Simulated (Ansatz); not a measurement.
**CuI: a line through an energy map**

Aim: follow the energy of CuI (F-43m, No. 216; 2 atoms in the cell) along one coordinate, volume per atom, with the other held at c/a of the conventional cell = 1.084.

The COD entry's cell or inner coordinates are ideal or old and differ from later refinements, so a difference from it is no clean test against experiment.

Program: Ansatz 0.2.0. Level of theory: DFT PBE, scalar-relativistic, plane waves, PAW. These are calculated values, not measurements.

17 further runs of the same task are left out: 17 set aside as unsound or not needed.

### Step 1. The structure to begin with

It takes space group F-43m (No. 216, cubic). The conventional cell has a = 6.078 Å, b = 6.078 Å, c = 6.078 Å, α = 90.00°, β = 90.00°, γ = 90.00°. Cu (site symmetry -43m) has 4 I at 2.63 Å as nearest neighbours. I (site symmetry -43m) has 4 Cu at 2.63 Å as nearest neighbours.

Structure file:

```
Cu I
1.0
     0.00000    3.03896    3.03896
     3.03896    0.00000    3.03896
     3.03896    3.03896    0.00000
Cu I
1 1
Direct
  0.75000 0.75000 0.75000
  0.00000 0.00000 0.00000
```

This cell was relaxed beforehand with the same method: volume 28.07 Å³/atom, gap on the mesh 1.10 eV.

### Step 2. The scan

The energy is mapped over volume and the cell's shape.

First coordinate, volume per atom: 7 values from 23.57 to 32.56 Å³. Second coordinate, c/a of the conventional cell: 7 values from 0.886 to 1.128.

Nothing else is relaxed (symmetry fixes all fractional coordinates). Energies count from the relaxed crystal. Points are written as (first, second).

### Step 3. Grid point (25.07 Å³, 1.084)

input.yaml

```yaml
crystal:
  lattice:
    - [0.0, 3.087941342, 2.8494429657]
    - [2.8494429657, 0.0, 2.8494429657]
    - [2.8494429657, 3.087941342, 0.0]
  atoms:
    - { symbol: Cu, position: [0.75, 0.75, 0.75] }
    - { symbol: I, position: [0.0, 0.0, 0.0] }
basis:
  ecutwfc: 520.0
kpoints:
  mp_grid: { grid: [8, 8, 8] }
hamiltonian:
  xc: pbe
scf:
  occupations: { method: gaussian, width: 0.05 }
output:
  forces: true
  stress: true
  eigenvalues: true
  write_density: true
  write_potential: true
  elf: true
  volumetric_format: npy
```

Launch:

```sh
$ ansatz run input.yaml --threads 1 --pin off --max-ram 2048MiB --backend cpu --events-out ev --progress --plain --runs-dir out
```

What it wrote, cut to the lines that bear on the results:

```text
Warning: RAYON_NUM_THREADS=1 ignored (pool sized by the plan → 1); use --threads N
[...]
Pseudopotentials: kind: paw
Pseudopotential: Cu, paw, valence charge 19, recommended cutoff 420 eV (normal), Cu.paw.azcp
Pseudopotential: I, paw, valence charge 17, recommended cutoff 420 eV (normal), I.paw.azcp
Functional definition: PBE
[...]
Crystal: 2 atoms, lattice volume = 50.144 Å³
Basis set: ecut = 520 eV, 1339 PW (Γ), exchange–correlation on 64×60×64 points (8 copies of the dense FFT grid, shifted against one another)
Bands: 22, of which v1, the nominal top of the filled ones, is band 18 counted from 1 (17 counted from 0)
Symmetry: 8 space group operations
Space group: I-4m2 (ITA 119), of the structure as read, at distance tolerance 3.7e-5 Å
k-points: 59 of 512 (time reversal used)
[...]
SCF iter   1: F=—  HF=-14138.260381 eV  |F-HF|=—  |Δ(HF+E_count)|=         —  Δρ=8.88e-4  dr2=3.11e-4  ethr=1.77e-3  ⟨swp⟩=6.2  Hψ=6411  notcnv=0
[...]
SCF iter   7: F=-14138.260150 eV  HF=-14138.260150 eV  |F-HF|=5.52e-9  |Δ(HF+E_count)|=   3.81e-9  Δρ=5.36e-6  dr2=8.11e-9  ethr=2.78e-10  ⟨swp⟩=9.7  Hψ=8890  notcnv=0
[...]
SCF converged after 7 iterations
Free energy (F): -14138.260150 eV
[...]
E sigma→0 (E₀):  -14138.260150 eV
Fermi energy:    10.496199 eV
[...]
--- Forces (eV/Å), atoms counted from 1 ---
  atom   1  Cu    -0.00000000    -0.00000000     0.00000000
  atom   2  I     -0.00000000     0.00000000    -0.00000000
[...]
--- Stress (GPa, compression-positive) ---
        6.318126       0.000000      -0.000000
        0.000000       4.871004       0.000000
       -0.000000       0.000000       6.318126
  P = ⅓ Tr σ = 5.8358 GPa (58.358 kbar)
--- Band table (eV; the first three rows and the last of 59) ---
  k-point 0: bands = ["-102.1633", "-59.5746", "-59.5746", "-59.5716", "-36.2372", "-36.2372", "-36.2343", "-36.2231", "-36.2152", "-4.8506", "5.5539", "5.6675", "5.6675", "7.4052", "7.4978", "9.6139", "9.8162", "9.8162", "11.1749", "14.4716", "14.6199", "14.6199"]
[...]
```

Wall time 12 s (1 thread of Arm Neoverse V1, shared host); peak memory 0.38 GiB.

The maps below are laid out on this run's own conventional cell (a, b, c = 4.030, 4.030, 6.176 Å).

Density in a lattice plane of the grid's cell (edges 4.03 and 6.18 Å, at 0.000 of the third edge), which holds Cu and I.

Ten even steps from ' ' (0.01 e/Å³) to '@' (63.34 e/Å³):
```
::..                          ..
                                
                                
                                
                                
                                
                                
                                
                                
                                
                                
                                
                                
              ::==::            
            ..**@@**..          
              ::==::            
                                
                                
::..                          ..
--::..                      ..::
```
Columns run along the first of these edges and rows up along the second, over one cell in 16 and 20 even steps from the bottom left corner. Atoms in the plane (fractional): Cu at (0.50, 0.25), I at (0.00, 0.00).

ELF in the same plane.

Ten even steps from ' ' (0.01) to '@' (0.91):
```
::::==**####==..  ..==####**==::
==++****##**--..  ..--**##****++
******##**==::      ::==**##****
##****++==::          ::==++****
====--::..              ..::--==
......                      ....
                                
                                
                                
            ..........          
        ..................      
      ......................    
    ........::::::::::........  
..........::--++##++--::........
====--::..::==%%@@%%==::..::--==
##****==::..::++##++::..::==****
****##**==....::::::....==**##**
==++**##**--..........--**##**++
::::==**##**--::..::--**##**==::
%%::--**####==::..::==####**--::
```
Columns run along the first of these edges and rows up along the second, over one cell in 16 and 20 even steps from the bottom left corner. Atoms in the plane (fractional): Cu at (0.50, 0.25), I at (0.00, 0.00).

Both are smooth fields of the valence electrons: close to the nuclei they are not physical.

Maxima of ELF outside the ion cores: 0.69 beside I, off the lines to its neighbours, 1.2 Å from I.

That is 55 meV/atom from the zero.

### Step 4. Point (26.57 Å³, 1.084)

input.yaml

```yaml
crystal:
  lattice:
    - [0.0, 3.1482154931, 2.9050618188]
    - [2.9050618188, 0.0, 2.9050618188]
    - [2.9050618188, 3.1482154931, 0.0]
  atoms:
    - { symbol: Cu, position: [0.75, 0.75, 0.75] }
    - { symbol: I, position: [0.0, 0.0, 0.0] }
basis:
  ecutwfc: 520.0
kpoints:
  mp_grid: { grid: [8, 8, 8] }
hamiltonian:
  xc: pbe
scf:
  occupations: { method: gaussian, width: 0.05 }
output:
  forces: true
  stress: true
  eigenvalues: true
```

Launch:

```sh
$ ansatz run input.yaml --threads 1 --pin off --max-ram 2048MiB --backend cpu --events-out ev --progress --plain --runs-dir out
```

What it wrote, cut to the lines that bear on the results:

```text
Warning: RAYON_NUM_THREADS=1 ignored (pool sized by the plan → 1); use --threads N
[...]
[... 4 set-up lines as earlier in the session ...]
[...]
Crystal: 2 atoms, lattice volume = 53.138 Å³
Basis set: ecut = 520 eV, 1419 PW (Γ), exchange–correlation on 64×64×64 points (8 copies of the dense FFT grid, shifted against one another)
Bands: 22, of which v1, the nominal top of the filled ones, is band 18 counted from 1 (17 counted from 0)
[... 1 set-up line as earlier in the session ...]
Space group: I-4m2 (ITA 119), of the structure as read, at distance tolerance 3.8e-5 Å
k-points: 59 of 512 (time reversal used)
[...]
SCF iter   1: F=—  HF=-14138.335581 eV  |F-HF|=—  |Δ(HF+E_count)|=         —  Δρ=1.26e-3  dr2=6.75e-4  ethr=1.77e-3  ⟨swp⟩=6.1  Hψ=6382  notcnv=0
[...]
SCF iter   6: F=-14138.335446 eV  HF=-14138.335446 eV  |F-HF|=2.71e-8  |Δ(HF+E_count)|=   1.14e-7  Δρ=1.28e-5  dr2=5.09e-8  ethr=2.78e-10  ⟨swp⟩=5.0  Hψ=6905  notcnv=0
[...]
SCF converged after 6 iterations
Free energy (F): -14138.335446 eV
[...]
E sigma→0 (E₀):  -14138.335446 eV
Fermi energy:    9.493051 eV
[...]
--- Forces (eV/Å), atoms counted from 1 ---
  atom   1  Cu     0.00000000     0.00000000     0.00000000
  atom   2  I     -0.00000000    -0.00000000     0.00000000
[...]
--- Stress (GPa, compression-positive) ---
        2.930768      -0.000000       0.000000
       -0.000000       1.378477      -0.000000
        0.000000       0.000000       2.930768
  P = ⅓ Tr σ = 2.4133 GPa (24.133 kbar)
--- Band table (eV; the first three rows and the last of 59) ---
  k-point 0: bands = ["-102.8145", "-60.2282", "-60.2282", "-60.2236", "-36.9998", "-36.9998", "-36.9986", "-36.9862", "-36.9802", "-5.4199", "4.9330", "5.0470", "5.0470", "6.7707", "6.8518", "8.7165", "8.8967", "8.8967", "10.0879", "13.6368", "13.7695", "13.7695"]
[...]
```

It took 9.1 s on 1 thread of Arm Neoverse V1, shared host; peak memory 0.39 GiB.

Energy on the map's scale: 18 meV/atom.

### Step 5. Grid point (29.56 Å³, 1.084)

input.yaml: that of step 4 with these lines changed.

```diff
@@ -2,5 +2,5 @@
   lattice:
-    - [0.0, 3.1482154931, 2.9050618188]
-    - [2.9050618188, 0.0, 2.9050618188]
-    - [2.9050618188, 3.1482154931, 0.0]
+    - [0.0, 3.2622873848, 3.0103233227]
+    - [3.0103233227, 0.0, 3.0103233227]
+    - [3.0103233227, 3.2622873848, 0.0]
   atoms:
```

Launch:

```sh
$ ansatz run input.yaml --threads 1 --pin off --max-ram 2048MiB --backend cpu --events-out ev --progress --plain --runs-dir out
```

What it wrote, cut to the lines that bear on the results:

```text
Warning: RAYON_NUM_THREADS=1 ignored (pool sized by the plan → 1); use --threads N
[...]
[... 4 set-up lines as earlier in the session ...]
[...]
Crystal: 2 atoms, lattice volume = 59.126 Å³
Basis set: ecut = 520 eV, 1581 PW (Γ), exchange–correlation on 72×64×72 points (8 copies of the dense FFT grid, shifted against one another)
Bands: 22, of which v1, the nominal top of the filled ones, is band 18 counted from 1 (17 counted from 0)
[... 1 set-up line as earlier in the session ...]
Space group: I-4m2 (ITA 119), of the structure as read, at distance tolerance 3.9e-5 Å
k-points: 59 of 512 (time reversal used)
[...]
SCF iter   1: F=—  HF=-14138.338435 eV  |F-HF|=—  |Δ(HF+E_count)|=         —  Δρ=1.47e-3  dr2=1.09e-3  ethr=1.77e-3  ⟨swp⟩=6.2  Hψ=6402  notcnv=0
[...]
SCF iter   6: F=-14138.338270 eV  HF=-14138.338270 eV  |F-HF|=1.83e-8  |Δ(HF+E_count)|=   5.04e-7  Δρ=3.28e-6  dr2=4.40e-9  ethr=2.78e-10  ⟨swp⟩=5.1  Hψ=6736  notcnv=0
[...]
SCF converged after 6 iterations
Free energy (F): -14138.338270 eV
[...]
E sigma→0 (E₀):  -14138.338270 eV
Fermi energy:    7.813944 eV
[...]
--- Forces (eV/Å), atoms counted from 1 ---
  atom   1  Cu    -0.00000000    -0.00000000     0.00000000
  atom   2  I     -0.00000000     0.00000000    -0.00000000
[...]
--- Stress (GPa, compression-positive) ---
       -1.261082       0.000000      -0.000000
        0.000000      -2.868616      -0.000000
       -0.000000      -0.000000      -1.261082
  P = ⅓ Tr σ = -1.7969 GPa (-17.969 kbar)
--- Band table (eV; the first three rows and the last of 59) ---
  k-point 0: bands = ["-103.9366", "-61.3553", "-61.3553", "-61.3483", "-38.2839", "-38.2829", "-38.2829", "-38.2699", "-38.2665", "-6.4022", "3.8677", "3.9810", "3.9810", "5.6727", "5.7353", "7.2061", "7.3502", "7.3502", "8.2758", "12.2215", "12.3281", "12.3281"]
[...]
```

It took 11 s on 1 thread of Arm Neoverse V1, shared host; peak memory 0.41 GiB.

Energy on the map's scale: 16 meV/atom.

### Step 6. Point (31.06 Å³, 1.084)

input.yaml: that of step 5 with these lines changed.

```diff
@@ -2,5 +2,5 @@
   lattice:
-    - [0.0, 3.2622873848, 3.0103233227]
-    - [3.0103233227, 0.0, 3.0103233227]
-    - [3.0103233227, 3.2622873848, 0.0]
+    - [0.0, 3.3164124626, 3.0602680286]
+    - [3.0602680286, 0.0, 3.0602680286]
+    - [3.0602680286, 3.3164124626, 0.0]
   atoms:
```

Launch:

```sh
$ ansatz run input.yaml --threads 1 --pin off --max-ram 2048MiB --backend cpu --events-out ev --progress --plain --runs-dir out
```

What it wrote, cut to the lines that bear on the results:

```text
Warning: RAYON_NUM_THREADS=1 ignored (pool sized by the plan → 1); use --threads N
[...]
[... 4 set-up lines as earlier in the session ...]
[...]
Crystal: 2 atoms, lattice volume = 62.118 Å³
Basis set: ecut = 520 eV, 1649 PW (Γ), exchange–correlation on 72×72×72 points (8 copies of the dense FFT grid, shifted against one another)
Bands: 22, of which v1, the nominal top of the filled ones, is band 18 counted from 1 (17 counted from 0)
[... 1 set-up line as earlier in the session ...]
Space group: I-4m2 (ITA 119), of the structure as read, at distance tolerance 4.0e-5 Å
k-points: 59 of 512 (time reversal used)
[...]
SCF iter   1: F=—  HF=-14138.292609 eV  |F-HF|=—  |Δ(HF+E_count)|=         —  Δρ=1.31e-3  dr2=1.01e-3  ethr=1.77e-3  ⟨swp⟩=6.1  Hψ=6379  notcnv=0
[...]
SCF iter   6: F=-14138.292361 eV  HF=-14138.292361 eV  |F-HF|=1.69e-8  |Δ(HF+E_count)|=   4.85e-7  Δρ=6.86e-6  dr2=4.27e-8  ethr=2.78e-10  ⟨swp⟩=5.1  Hψ=6712  notcnv=0
[...]
SCF converged after 6 iterations
Free energy (F): -14138.292361 eV
[...]
E sigma→0 (E₀):  -14138.292361 eV
Fermi energy:    7.105544 eV
[...]
--- Forces (eV/Å), atoms counted from 1 ---
  atom   1  Cu     0.00000000     0.00000000    -0.00000000
  atom   2  I     -0.00000000     0.00000000     0.00000000
[...]
--- Stress (GPa, compression-positive) ---
       -2.518044       0.000000       0.000000
        0.000000      -4.109416       0.000000
        0.000000       0.000000      -2.518044
  P = ⅓ Tr σ = -3.0485 GPa (-30.485 kbar)
--- Band table (eV; the first three rows and the last of 59) ---
  k-point 0: bands = ["-104.4254", "-61.8465", "-61.8465", "-61.8388", "-38.8276", "-38.8257", "-38.8257", "-38.8130", "-38.8104", "-6.8285", "3.4075", "3.5197", "3.5197", "5.1926", "5.2477", "6.5640", "6.6934", "6.6934", "7.5156", "11.6165", "11.7121", "11.7121"]
[...]
```

Run time: 12 s. Hardware: 1 thread of Arm Neoverse V1, shared host; peak memory 0.41 GiB.

Energy on the map's scale: 39 meV/atom.

### Step 7. Point (32.56 Å³, 1.084)

input.yaml: that of step 6 with these lines changed.

```diff
@@ -2,5 +2,5 @@
   lattice:
-    - [0.0, 3.3164124626, 3.0602680286]
-    - [3.0602680286, 0.0, 3.0602680286]
-    - [3.0602680286, 3.3164124626, 0.0]
+    - [0.0, 3.3688607667, 3.1086654671]
+    - [3.1086654671, 0.0, 3.1086654671]
+    - [3.1086654671, 3.3688607667, 0.0]
   atoms:
```

Launch:

```sh
$ ansatz run input.yaml --threads 1 --pin off --max-ram 2048MiB --backend cpu --events-out ev --progress --plain --runs-dir out
```

What it wrote, cut to the lines that bear on the results:

```text
Warning: RAYON_NUM_THREADS=1 ignored (pool sized by the plan → 1); use --threads N
[...]
[... 4 set-up lines as earlier in the session ...]
[...]
Crystal: 2 atoms, lattice volume = 65.112 Å³
Basis set: ecut = 520 eV, 1769 PW (Γ), exchange–correlation on 72×72×72 points (8 copies of the dense FFT grid, shifted against one another)
Bands: 22, of which v1, the nominal top of the filled ones, is band 18 counted from 1 (17 counted from 0)
[... 2 set-up lines as earlier in the session ...]
k-points: 59 of 512 (time reversal used)
[...]
SCF iter   1: F=—  HF=-14138.226876 eV  |F-HF|=—  |Δ(HF+E_count)|=         —  Δρ=1.02e-3  dr2=7.62e-4  ethr=1.77e-3  ⟨swp⟩=6.0  Hψ=6366  notcnv=0
[...]
SCF iter   6: F=-14138.226637 eV  HF=-14138.226637 eV  |F-HF|=7.71e-9  |Δ(HF+E_count)|=   6.82e-7  Δρ=7.30e-6  dr2=3.81e-8  ethr=2.78e-10  ⟨swp⟩=5.2  Hψ=6798  notcnv=0
[...]
SCF converged after 6 iterations
Free energy (F): -14138.226637 eV
[...]
E sigma→0 (E₀):  -14138.226637 eV
Fermi energy:    6.466916 eV
[...]
--- Forces (eV/Å), atoms counted from 1 ---
  atom   1  Cu     0.00000000     0.00000000     0.00000000
  atom   2  I     -0.00000000     0.00000000     0.00000000
[...]
--- Stress (GPa, compression-positive) ---
       -3.413439       0.000000       0.000000
        0.000000      -4.972838       0.000000
        0.000000       0.000000      -3.413439
  P = ⅓ Tr σ = -3.9332 GPa (-39.332 kbar)
--- Band table (eV; the first three rows and the last of 59) ---
  k-point 0: bands = ["-104.8753", "-62.2986", "-62.2986", "-62.2904", "-39.3186", "-39.3161", "-39.3161", "-39.3036", "-39.3017", "-7.2195", "2.9869", "3.0977", "3.0977", "4.7498", "4.7983", "5.9817", "6.0983", "6.0983", "6.8332", "11.0665", "11.1522", "11.1522"]
[...]
```

Wall time 12 s (1 thread of Arm Neoverse V1, shared host); peak memory 0.42 GiB.

On the map this point reads 72 meV/atom.

### Step 8. The line in numbers

```
volume per atom (Å³)  step  energy (meV/atom)  slope (meV/atom per Å³)  pressure (GPa)  band gap on the k-mesh (eV)
               23.57     –                131                      −66            10.6                         1.55
               25.07     3                 55                      −36             5.8                         1.36
               26.57     4                 18                      −15             2.4                         1.19
               28.07     –                  7                        0             0.0                         1.05
               29.56     5                 16                       11            −1.8                         0.93
               31.06     6                 39                       19            −3.0                         0.82
               32.56     7                 72                       25            −3.9                         0.73
```

Energies count from the relaxed crystal. Rows without a step come from runs not printed here or follow by symmetry. Slopes come from the forces (and the stress, where the cell changes), not from differences of energies.

In words: The lowest point of the line is at 28.07 Å³, 7 meV/atom from the zero. A fit to energies and slopes at the lowest point and its two neighbours puts the minimum at 28.036 Å³, with a curvature of about 8.7 meV/atom per (Å³)². V·d²E/dV² there is about 39 GPa, a bulk modulus under this line's constraint. The well is lopsided: two grid steps out, the energy rises by 48 meV/atom towards smaller values and 32 meV/atom towards larger ones. The highest point computed, at 23.57 Å³, lies 124 meV/atom above the lowest. This is one cut through a surface in two coordinates; the map's lowest point lies off it. These runs have no spin-orbit coupling; with I it would split and shift bands.

The gaps are Kohn-Sham values of a semilocal functional, not quasiparticle or optical gaps. Such gaps usually fall short of the measured ones; spin-orbit coupling, left out here, narrows gaps with I, so the two errors partly cancel.
